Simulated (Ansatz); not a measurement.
Relaxation of Al

Theory: DFT PBE, scalar-relativistic, plane waves, PAW in Ansatz 0.2.0. (420 eV cutoff, 18×18×14 k-mesh, Gaussian smearing of 0.10 eV, no spin polarisation)

What was changed: biaxial strain in the a-b plane, c and atoms relaxed: +4.5 %.

Command:

```bash
ansatz run input.yaml --threads 1 --pin off --max-ram 2560MiB --backend cpu --events-out ev --progress --plain --runs-dir out
```

Input:

```yaml
crystal:
  lattice:
    - [2.1117469314, 2.1117469314, 0.0]
    - [-2.1117469314, 2.1117469314, 0.0]
    - [0.0, 0.0, 3.9324971565]
  atoms:
    - { symbol: Al, position: [0.0, 0.0, 0.0] }
    - { symbol: Al, position: [0.5, 0.5, 0.5] }
basis:
  ecutwfc: 420
kpoints:
  mp_grid: { grid: [18, 18, 14] }
hamiltonian:
  xc: pbe
scf:
  occupations: { method: gaussian, width: 0.1 }
output:
  forces: true
  stress: true
  eigenvalues: true
relax:
  adjacent_minimum: "off"
  f_tol: 0.008
  max_steps: 40
  cell: { stress_tol: 0.015, fix: [a, b, gamma] }
```

F is the free energy. Steps run on the plane waves of an earlier cell, but the last one, and at times one on the way, on a freshly chosen basis, so a repeated geometry can differ a little in energy. The held parts of the cell keep their stress, so P needn't end at zero.

Steps:

```json
{"step": "1", "F − F(1) (eV)": "0.0000", "largest force component (eV/Å)": "0.000", "V (Å³/atom)": "17.537", "P (GPa)": "-3.86"}
{"step": "2", "F − F(1) (eV)": "-0.0039", "largest force component (eV/Å)": "0.000", "V (Å³/atom)": "17.131", "P (GPa)": "-2.21"}
{"step": "3", "F − F(1) (eV)": "-0.0046", "largest force component (eV/Å)": "0.000", "V (Å³/atom)": "17.250", "P (GPa)": "-2.73"}
{"step": "4", "F − F(1) (eV)": "-0.0044", "largest force component (eV/Å)": "0.000", "V (Å³/atom)": "17.250", "P (GPa)": "-2.73"}
```

Relaxed structure:

```cif
data_structure
_symmetry_space_group_name_H-M 'P 1'
_symmetry_Int_Tables_number 1
_cell_length_a 2.9865
_cell_length_b 2.9865
_cell_length_c 3.8681
_cell_angle_alpha 90.000
_cell_angle_beta 90.000
_cell_angle_gamma 90.000
_cell_volume 34.50
loop_
_atom_site_label
_atom_site_type_symbol
_atom_site_fract_x
_atom_site_fract_y
_atom_site_fract_z
_atom_site_occupancy
Al1 Al 0.00000 0.00000 0.00000 1
Al2 Al 0.50000 0.50000 0.50000 1
```

The structure is tetragonal, space group I4/mmm (No. 139). Conventional cell: a = 2.986 Å, b = 2.986 Å, c = 3.868 Å, α = 90.00°, β = 90.00°, γ = 90.00°. Around Al (site symmetry 4/mmm) lie 12 Al at 2.86 to 2.99 Å.

The run converged. The run took 28 s on 1 thread of AMD EPYC 7R43 64-Core Processor (Zen 3), on a shared host, peak memory 0.47 GiB.